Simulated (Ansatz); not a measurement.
# Pt: the cost of one run

Program: Ansatz 0.2.0. Level of theory: DFT PBE, scalar-relativistic, plane waves, PAW. These are calculated values, not measurements.

3 further runs of the same task are left out: 1 that didn't finish, 2 set aside as unsound or not needed.

**1. The starting structure**

The structure is hexagonal, space group P6_3/mmc (No. 194). Conventional cell: a = 2.774 Å, b = 2.774 Å, c = 4.739 Å, α = 90.00°, β = 90.00°, γ = 120.00°. Pt (site symmetry -6m2) is surrounded by 12 Pt at 2.77 to 2.86 Å.

Coordinates:

```xyz
2
Lattice="2.7744 0.0000 0.0000 -1.3872 2.4027 0.0000 0.0000 0.0000 4.7388" Properties=species:S:1:pos:R:3 pbc="T T T"
Pt    1.3872    0.8009    3.5541
Pt    0.0000    1.6018    1.1847
```

It goes back to an entry of the Materials Project, which need not be the stable form.

This cell was relaxed beforehand with the same method: volume 15.79 Å³/atom, gap on the mesh none (metal).

**2. The cell under 7 GPa**

What is minimised here is the enthalpy; the energy can go up as the cell is squeezed.

File input.yaml:

```yaml
crystal:
  lattice:
    - [2.7743680019, 0.0, 0.0]
    - [-1.387184001, 2.4026731691, 0.0]
    - [0.0, 0.0, 4.7388249489]
  atoms:
    - { symbol: Pt, position: [0.6666666667, 0.3333333333, 0.75] }
    - { symbol: Pt, position: [0.3333333333, 0.6666666667, 0.25] }
basis:
  ecutwfc: 420
kpoints:
  mp_grid: { grid: [18, 18, 10] }
hamiltonian:
  xc: pbe
scf:
  occupations: { method: fermi_dirac, width: 0.15 }
output:
  forces: true
  stress: true
  eigenvalues: true
relax:
  adjacent_minimum: "off"
  f_tol: 0.001
  max_steps: 60
  cell: { stress_tol: 0.02, p_target: 7.0 }
```

Launch:

```console
$ ansatz run input.yaml --threads 1 --pin off --max-ram 3072MiB --backend cpu --events-out ev --progress --plain --runs-dir out
```

What time and memory should one allow on 1 thread of Arm Neoverse V1, shared host?

About 46 s, with a peak of 0.4 GiB.
